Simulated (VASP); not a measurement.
## Cu: single point with PBE

The system is Cu.

```
Cu
1.0
     0.00000    1.78481    1.78481
     1.78481    0.00000    1.78481
     1.78481    1.78481    0.00000
Cu
1
Direct
  0.00000 0.00000 0.00000
```

The cell isn't the ideal one: a relaxed cell with its volume scaled by 0.94.

```yaml
Program: VASP 6.6.1
Task: single point
Functional: PBE
Potentials_or_basis: VASP PAW PBE potentials, release 64 (Cu)
Cutoff: 520 eV
k_mesh: 6 × 6 × 6
Occupations: gaussian, width 0.1 eV
Spin: no spin polarisation
```

| Quantity | Value |
| --- | --- |
| Pressure | 9.8 GPa |
| Band gap on the k mesh | none (metal or under the smearing width) |

Levels at points of the mesh, in eV from the Fermi level:
| k point | band 3 | band 4 | band 5 | band 6 | band 7 | band 8 | band 9 | band 10 |
| --- | --- | --- | --- | --- | --- | --- | --- | --- |
| (0.00, 0.00, 0.00) | -3.11 | -3.11 | -2.24 | -2.24 | 22.93 | 25.88 | 25.88 | 25.88 |
| (0.50, 0.00, 0.00) | -3.15 | -1.64 | -1.64 | -1.08 | 3.99 | 21.41 | 22.70 | 22.70 |
| (0.50, 0.50, 0.00) | -1.65 | -1.48 | -1.48 | 1.51 | 7.42 | 13.42 | 13.42 | 18.01 |

Run time: 2.4 s on 1 thread of Intel(R) Xeon(R) 6975P-C (Granite Rapids), with other jobs on the host, peak memory 0.11 GiB.

Caveat: the k mesh is coarse (spacing up to 0.51 Å⁻¹), so the values aren't converged.
